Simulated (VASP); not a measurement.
# TiSi (Cmmm) in VASP: single point with LDA

Aim: the single point of TiSi with LDA.

Everything below comes from runs of VASP 6.6.1. Logs are shortened: lines on timing, memory, paths and dates and some standing lists are left out, and cuts for length are marked.

### Step 1. The crystal as given

It takes space group Cmmm (No. 65, orthorhombic). The conventional cell has a = 3.632 Å, b = 4.235 Å, c = 3.804 Å, α = 90.00°, β = 90.00°, γ = 90.00°. Ti (site symmetry mmm) is surrounded by 8 Si at 2.63 to 2.85 Å and 4 Ti at 2.79 Å. Around Si (site symmetry mmm) lie 8 Ti at 2.63 to 2.85 Å and 4 Si at 2.79 Å.

The cell comes from a database or a generator and needn't be the stable form of this composition.

### Step 2. Single point, LDA

File INCAR:

```
SYSTEM = TiSi
  ALGO = Fast
  EDIFF = 1E-6
  ENCUT = 520
  GGA = CA
  ISIF = 2
  ISMEAR = 0
  LASPH = .TRUE.
  LCHARG = .FALSE.
  LREAL = .FALSE.
  LWAVE = .FALSE.
  NBANDS = 15
  NELM = 100
  PREC = Accurate
  SIGMA = 0.15
```

File KPOINTS:

```
k-points
0
G
  18 18 12
  0 0 0
```

File POSCAR:

```
TiSi
1.0
    1.8161780000     -2.1176240000      0.0000000000
    1.8161780000      2.1176240000      0.0000000000
    0.0000000000      0.0000000000      3.8039340000
Ti Si
1 1
Direct
    0.5000000000      0.5000000000      0.0000000000
    0.0000000000      0.0000000000      0.5000000000
```

Potentials or basis: VASP PAW LDA potentials, release 64 (Ti_sv, Si).

Launch:

```sh
cat potpaw_LDA.64/Ti_sv/POTCAR potpaw_LDA.64/Si/POTCAR > POTCAR
mpirun -np 1 vasp_std > vasp.out
```

OUTCAR:

```text
SYSTEM = TiSi
   EDIFF = 1E-6
   ENCUT = 520
   GGA = CA
   ISIF = 2
   ISMEAR = 0
   LASPH = .TRUE.
   LREAL = .FALSE.
   NELM = 100
   PREC = Accurate

 ion  position               nearest neighbor table
   1  0.500  0.500  0.000-   2 2.63   2 2.63   2 2.63   2 2.63   2 2.85   2 2.85   2 2.85   2 2.85

   2  0.000  0.000  0.500-   1 2.63   1 2.63   1 2.63   1 2.63   1 2.85   1 2.85   1 2.85   1 2.85

  LATTYP: Found a base centered orthorhombic cell.
 ALAT       =     3.6323560000
 B/A-ratio  =     1.1659782246
 C/A-ratio  =     1.0472360088

  Lattice vectors:

 A1 = (   1.8161780000,  -2.1176240000,   0.0000000000)
 A2 = (   1.8161780000,   2.1176240000,   0.0000000000)
 A3 = (   0.0000000000,   0.0000000000,   3.8039340000)

Analysis of symmetry for initial positions (statically):
=====================================================================
 Subroutine PRICEL returns:
 Original cell was already a primitive cell.

 Routine SETGRP: Setting up the symmetry group for a
 base centered orthorhombic supercell.

 Subroutine GETGRP returns: Found  8 space group operations
 (whereof  8 operations were pure point group operations)
 out of a pool of  8 trial point group operations.

The static configuration has the point symmetry D_2h.

Analysis of symmetry for dynamics (positions and initial velocities):
=====================================================================
 Subroutine PRICEL returns:
 Original cell was already a primitive cell.

 Routine SETGRP: Setting up the symmetry group for a
 base centered orthorhombic supercell.

 Subroutine GETGRP returns: Found  8 space group operations
 (whereof  8 operations were pure point group operations)
 out of a pool of  8 trial point group operations.

The dynamic configuration has the point symmetry D_2h.

 Subroutine INISYM returns: Found  8 space group operations
 (whereof  8 operations are pure point group operations),
 and found     1 'primitive' translations

----------------------------------------------------------------------------------------

                                     Primitive cell

  volume of cell :      29.2597

  direct lattice vectors                    reciprocal lattice vectors
     1.816178000 -2.117624000  0.000000000     0.275303412 -0.236113682  0.000000000
     1.816178000  2.117624000  0.000000000     0.275303412  0.236113682  0.000000000
     0.000000000  0.000000000  3.803934000     0.000000000  0.000000000  0.262885739

  length of vectors
     2.789773097  2.789773097  3.803934000     0.362686696  0.362686696  0.262885739

  position of ions in fractional coordinates (direct lattice)
     0.500000000  0.500000000  0.000000000
     0.000000000  0.000000000  0.500000000

  ion indices of the primitive-cell ions
   primitive index   ion index
                 1           1
                 2           2

----------------------------------------------------------------------------------------

 KPOINTS: k-points

Automatic generation of k-mesh.
 Grid dimensions read from file:
 generate k-points for:   18   18   12

 Generating k-lattice:

  Cartesian coordinates                     Fractional coordinates (reciprocal lattice)
     0.015294634 -0.013117427  0.000000000     0.055555556  0.000000000  0.000000000
     0.015294634  0.013117427  0.000000000     0.000000000  0.055555556  0.000000000
     0.000000000  0.000000000  0.021907145     0.000000000  0.000000000  0.083333333

  Length of vectors
     0.020149261  0.020149261  0.021907145

  Shift w.r.t. Gamma in fractional coordinates (k-lattice)
     0.000000000  0.000000000  0.000000000

 Subroutine IBZKPT returns following result:
 ===========================================

 Found    637 irreducible k-points:

 Following reciprocal coordinates:
            Coordinates               Weight
  0.000000  0.000000  0.000000      1.000000
  0.055556 -0.000000  0.000000      4.000000
  0.111111 -0.000000  0.000000      4.000000
  0.166667 -0.000000  0.000000      4.000000
  0.222222 -0.000000  0.000000      4.000000
  0.277778 -0.000000  0.000000      4.000000
[... 16 lines left out ...]
 -0.277778  0.055556  0.000000      4.000000
 -0.222222  0.055556  0.000000      4.000000
 [... further k-points ...]
   k-points           NKPTS =    637   k-points in BZ     NKDIM =    637   number of bands    NBANDS=     15
   number of dos      NEDOS =    301   number of ions     NIONS =      2
   total plane-waves  NPLWV =  16128
   dimension x,y,z NGX =    24 NGY =   24 NGZ =   28
   dimension x,y,z NGXF=    48 NGYF=   48 NGZF=   56
   ions per type =               1   1
   NGX,Y,Z   is equivalent  to a cutoff of  14.30, 14.30, 12.24 a.u.
   NGXF,Y,Z  is equivalent  to a cutoff of  28.60, 28.60, 24.47 a.u.
 SYSTEM =  TiSi
   PREC   = accura    normal or accurate (medium, high low for compatibility)
   ISTART =      0    job   : 0-new  1-cont  2-samecut
   ICHARG =      2    charge: 1-file 2-atom 10-const
   ISPIN  =      1    spin polarized calculation?
   LNONCOLLINEAR =      F non collinear calculations
   LSORBIT =      F    spin-orbit coupling
   LASPH  =      T    aspherical Exc in radial PAW
   ENCUT  =  520.0 eV  38.22 Ry    6.18 a.u.   5.19  5.19  7.07*2*pi/ulx,y,z
   NELM   =    100;   NELMIN=  2; NELMDL= -5     # of ELM steps
   EDIFF  = 0.1E-05   stopping-criterion for ELM
   LREAL  =      F    real-space projection
   EDIFFG = 0.1E-04   stopping-criterion for IOM
   NSW    =      0    number of steps for IOM
   IBRION =     -1    ionic relax: 0-MD 1-quasi-New 2-CG
   NFREE  =      0    steps in history (QN), initial steepest desc. (CG)
   ISIF   =      2    stress and relaxation
   ISYM   =      2    0-nonsym 1-usesym 2-fastsym
   POTIM  = 0.5000    time-step for ionic-motion
   TEBEG  =    0.0;   TEEND  =   0.0 temperature during run
   PSTRESS=    0.0 pullay stress
   NELECT =      16.0000    total number of electrons
   NUPDOWN=      -1.0000    fix difference up-down
   EMIN   =  10.00;   EMAX   =-10.00  energy-range for DOS
   EFERMI =   0.00;   METHOD = LEGACY
   ISMEAR =     0;   SIGMA  =   0.15  broadening in eV -4-tet -1-fermi 0-gaus
   EFERMI_NEDOS =   21; number of points for ismear=-14 and -15
   IALGO  =     68    algorithm
   IMIX   =      4    mixing-type and parameters
     AMIX     =   0.40;   BMIX     =  1.00
     AMIX_MAG =   1.60;   BMIX_MAG =  1.00
  volume/ion in A,a.u.               =      14.63        98.73
  Fermi-wavevector in a.u.,A,eV,Ry     =   1.338725  2.529824 24.384157  1.792185
  Thomas-Fermi vector in A             =   2.467173
   LORBIT       =      0    0 simple, 1 ext, 2 COOP (PROOUT), +10 PAW based schemes
   GGA     = CA    functional components
   LHFCALC =     F    Hartree Fock is set to
   AEXX    =    0.0000 exact exchange contribution
   IVDW    =     0    specifies the selected vdW correction
   LEPSILON=     F    determine dielectric tensor
   LRPA    =     F    only Hartree local field effects (RPA)
 non-spin polarized calculation
 RMM-DIIS sequential band-by-band and
 Gauss-broadening in eV      SIGMA  =   0.15
  energy-cutoff  :      520.00
  volume of cell :       29.26
 maximum number of plane-waves:       814
 NGX is ok and might be reduce to    24
   NGX = 11   NGY = 11   NGZ = 15

 number of electron      16.0000004 magnetization

 Free energy of the ion-electron system (eV)
  ---------------------------------------------------
  ext. energy  EPLUGINS =         0.00000000
  ---------------------------------------------------
  free energy    TOTEN  =       -15.73312569 eV

  energy without entropy =      -15.72003191  energy(sigma->0) =      -15.72657880

 E-fermi :   9.9633     XC(G=0): -11.9269

 val. band max:        9.9627095909   @ k =  -0.3889   0.2778   0.3333
 cond. band min:       9.9702789348   @ k =   0.2778   0.2222   0.4167
 fundamental gap:      0.0075693439
 Fermi energy:         9.9633451660

 k-point     1 :       0.0000    0.0000    0.0000
  band No.  band energies     occupation
      1     -46.0532      2.00000
      2     -22.8462      2.00000
      3     -22.4273      2.00000
      4     -22.3145      2.00000
      5      -1.6730      2.00000
      6       7.5783      2.00000
      7       8.3671      2.00000
      8       8.8443      2.00000
      9      11.5931      0.00000
     10      12.2409      0.00000
     11      12.7999      0.00000
     12      15.1041      0.00000
     13      15.8996      0.00000
     14      16.2898      0.00000
     15      18.4784      0.00000

 k-point     2 :       0.0556   -0.0000    0.0000
  band No.  band energies     occupation
      1     -46.0510      2.00000
      2     -22.8440      2.00000
      3     -22.4357      2.00000
      4     -22.3228      2.00000
      5      -1.6111      2.00000
      6       7.6286      2.00000
      7       8.3192      2.00000
      8       8.8470      2.00000
      9      11.6545      0.00000
     10      12.2527      0.00000
     11      12.7227      0.00000
     12      14.7461      0.00000
     13      15.7592      0.00000
     14      16.3249      0.00000
     15      18.9058      0.00000

 k-point     3 :       0.1111   -0.0000    0.0000
  band No.  band energies     occupation
      1     -46.0446      2.00000
      2     -22.8377      2.00000
      3     -22.4678      2.00000
      4     -22.3382      2.00000
      5      -1.4262      2.00000
      6       7.7678      2.00000
      7       8.1873      2.00000
      8       8.8264      2.00000
      9      11.8145      0.00000
     10      12.3041      0.00000
     11      12.5265      0.00000
     12      13.8076      0.00000
     13      15.8546      0.00000
     14      16.3477      0.00000
     15      19.5765      0.00000
[... 343 lines left out ...]
 k-point    23 :      -0.2778    0.0556    0.0000
  band No.  band energies     occupation
      1     -46.0086      2.00000
      2     -22.8019      2.00000
      3     -22.7077      2.00000
      4     -22.3580      2.00000
      5      -0.2062      2.00000
      6       7.3917      2.00000
      7       7.6752      2.00000
      8       8.7604      2.00000
      9      11.5362      0.00000
     10      11.8978      0.00000
     11      12.4383      0.00000
     12      13.3370      0.00000
     13      16.1289      0.00000
     14      17.2463      0.00000
     15      20.4169      0.00000

 k-point    24 :      -0.2222    0.0556    0.0000
  band No.  band energies     occupation
      1     -46.0213      2.00000
      2     -22.8146      2.00000
      3     -22.6120      2.00000
      4     -22.3621      2.00000
      5      -0.7173      2.00000
      6       7.8876      2.00000
      7       7.9973      2.00000
      8       8.6585      2.00000
      9      11.7559      0.00000
     10      11.7604      0.00000
     11      12.4739      0.00000
     12      12.9836      0.00000
     13      16.2451      0.00000
     14      16.7348      0.00000
     15      20.3575      0.00000

 [... further k-points ...]

------------------------ aborting loop because EDIFF is reached ----------------------------------------

  FORCE on cell =-STRESS in cart. coord.  units (eV):
  Direction    XX          YY          ZZ          XY          YZ          ZX
  --------------------------------------------------------------------------------------
  -------------------------------------------------------------------------------------
  Total       -1.4471692     -1.4094104     -1.3672782     -0.0000000      0.0000000      0.0000000
  in kB      -79.2427736    -77.1752118    -74.8681735     -0.0000000      0.0000000      0.0000000
  external PRESSURE =     -77.0953863 kB  Pullay stress =       0.0000000 kB

 VOLUME and BASIS-vectors are now :
 -----------------------------------------------------------------------------
  energy-cutoff  :      520.00
  volume of cell :       29.26
      direct lattice vectors                 reciprocal lattice vectors
     1.816178000 -2.117624000  0.000000000     0.275303412 -0.236113682  0.000000000
     1.816178000  2.117624000  0.000000000     0.275303412  0.236113682  0.000000000
     0.000000000  0.000000000  3.803934000     0.000000000  0.000000000  0.262885739

 POSITION                                       TOTAL-FORCE (eV/Angst)
 -----------------------------------------------------------------------------------
      1.81618      0.00000      0.00000        -0.000000      0.000000      0.000000
      0.00000      0.00000      1.90197         0.000000     -0.000000      0.000000
 -----------------------------------------------------------------------------------
    total drift:                               -0.000000     -0.000000     -0.000000

  FREE ENERGIE OF THE ION-ELECTRON SYSTEM (eV)
  ---------------------------------------------------
  free  energy   TOTEN  =       -15.7331256873 eV

  energy  without entropy=      -15.7200319080  energy(sigma->0) =      -15.72657880
```

Wall time 10 min (1 thread of AMD EPYC 7R43 (Zen 3), shared host); peak memory 0.33 GiB.

What came out:

| Item | Value |
| --- | --- |
| Free energy | -15.7331 eV |
| Pressure | -7.7 GPa |
| Band gap on the k mesh | none (metal or under the smearing width) |
